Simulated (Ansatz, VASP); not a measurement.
# One calculation of TiCo, two programs

```
CELL_PARAMETERS angstrom
2.98611 0.00000 0.00000
0.00000 2.98611 0.00000
0.00000 0.00000 2.95625
ATOMIC_POSITIONS crystal
Ti 0.00000 0.00000 0.00000
Co 0.50000 0.50000 0.50000
```

Change from the starting cell: strain -0.0100 x Voigt [0, 0, 1, 0, 0, 0], atoms carried along.

Alike in both runs: task single point; functional PBEsol; k mesh 16 × 16 × 16; occupations gaussian, width 0.15 eV; collinear spin.

```csv
,VASP,Ansatz
version,VASP 6.6.1,Ansatz 0.2.0
potentials or method,"VASP PAW PBE potentials, release 64 (Ti_sv, Co)","scalar-relativistic, plane waves, PAW"
plane-wave cutoff (eV),520,420
valence electrons in the cell,21,29
```

Ansatz gave:

```
gap on the k mesh at the Fermi level (eV)                     : none
pressure (GPa)                                                : -6.1
largest component of the traceless stress (GPa)               : 0.72
net moment per atom (μB)                                      : 0.39
size of the moment on the site where the two differ most (μB) : 0.85
```

Task: Which values does VASP return?

Result: gap on the k mesh at the Fermi level (eV): none; pressure (GPa): -6.6; largest component of the traceless stress (GPa): 0.64; net moment per atom (μB): 0.37; size of the moment on the site where the two differ most (μB): 0.79.

Site moments also hang on the region over which each program counts them. A gap of «none» marks a metal or a gap that the smearing closes. The two sets of potentials don't hold the same shells in valence.

Caveats: the PAW data sets were made with another functional, which shifts forces and pressure a little (VASP).
